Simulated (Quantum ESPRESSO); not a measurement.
# V in Quantum ESPRESSO: the effect of pseudo set

The system is V.

```
V
1.0
    -1.51435    1.51435    1.51435
     1.51435   -1.51435    1.51435
     1.51435    1.51435   -1.51435
V
1
Direct
  0.00000 0.00000 0.00000
```

Alike in all runs:

* Program: Quantum ESPRESSO 7.5
* Task: phonons
* Functional: PBE
* k mesh: 10 × 10 × 10
* Occupations: cold, width 0.2 eV
* Spin: collinear spin, ferromagnetic start
* Starting moments: [2.0] μB

Each run relaxes the cell or the atoms first.

Question: One run gave: highest phonon frequency 236 cm⁻¹. Which pseudo set did it use?
A. PseudoDojo 0.4.1 SR PBE standard
B. SSSP 1.3 efficiency PBE
C. GBRV 1.5 PBE
D. SG15 PBE 1.2
E. SPMS 1.0 PBE

Answer: D.

| pseudo set | cutoff | highest phonon frequency (cm⁻¹) |
| --- | --- | --- |
| GBRV 1.5 PBE | 612 eV | 227 |
| JTH 2.0 PBE | 707 eV | 227 |
| SG15 PBE 1.2 | 952 eV | 236 |
| SPMS 1.0 PBE | 952 eV | 229 |
| SSSP 1.3 efficiency PBE | 748 eV | 227 |
| Ansatz NC SR PBE | 1143 eV | 228 |
| PseudoDojo 0.4.1 SR PBE standard | 1143 eV | 228 |

Caveats: the mesh is thin for the phonons of a metal; the cell is more than 3 GPa from zero pressure, which shifts response properties.
